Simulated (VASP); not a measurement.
Write the native input for VASP 6.6.1 that does the following.

```yaml
Task: relaxation of cell and atoms
Functional: PBE
Potentials_or_basis: VASP PAW PBE potentials, release 64 (Y_sv)
Cutoff: 600 eV
k_mesh: 12 × 12 × 7
Occupations: methfessel-paxton, width 0.1 eV
Spin: no spin polarisation
Further_INCAR_settings: ALGO = Normal; EDIFF = 1e-07; IBRION = 2; EDIFFG = -0.005; NSW = 90; ISIF = 3
```

The structure of Y lies in POSCAR:

```
Y                                       
1.0
    3.6565141795      0.0000000000      0.0000000000
   -1.8282570898      3.1666341688     -0.0000000000
    0.0000000000      0.0000000000      5.6780758559
  Y             
     2
Direct
     0.3333333332999970    0.6666666667000030    0.2500000000000000
     0.6666666667000030    0.3333333332999970    0.7500000000000000
```

One way to write it, as run:

INCAR

```
ALGO     = Normal         # electronic algorithm
EDIFF    = 1E-7           # SCF threshold, eV
EDIFFG   = -0.005         # ionic threshold
ENCUT    = 600            # plane-wave cutoff, eV
GGA      = PE             # functional
IBRION   = 2              # ionic algorithm
ISIF     = 3              # what is computed and relaxed
ISMEAR   = 1              # smearing method
KPAR     = 2            
LASPH    = T              # aspherical terms in the spheres
LCHARG   = F              # write CHGCAR
LREAL    = F              # projectors in reciprocal space
LWAVE    = F              # write WAVECAR
NELM     = 80             # most SCF steps
NSW      = 90             # ionic steps
PREC     = Accurate       # precision mode
SIGMA    = 0.1            # smearing width, eV
```

KPOINTS

```
k-points
0
Gamma
  12 12 7
```

Potentials or basis: VASP PAW PBE potentials, release 64 (Y_sv).

Command:

```console
$ cat potpaw_PBE.64/Y_sv/POTCAR > POTCAR
$ mpirun -np 2 vasp_std > vasp.out
```

Results of the run:

- Relaxed volume: 32.83 Å³/atom
- Relaxed cell: a = 3.654 Å, b = 3.654 Å, c = 5.677 Å, α = 90.00°, β = 90.00°, γ = 120.00°
- Space group after relaxing (to 0.05 Å): P6_3/mmc (No. 194)
- Energy gained by relaxing: 0.0 meV/atom
- Ionic steps: 3
- Pressure after relaxing: 0.0 GPa
- Band gap on the k mesh: none (metal or under the smearing width)

Wall time 87 s on 2 MPI ranks on Intel(R) Xeon(R) Platinum 8488C (Sapphire Rapids) (shared host), peak memory 0.26 GiB a rank.
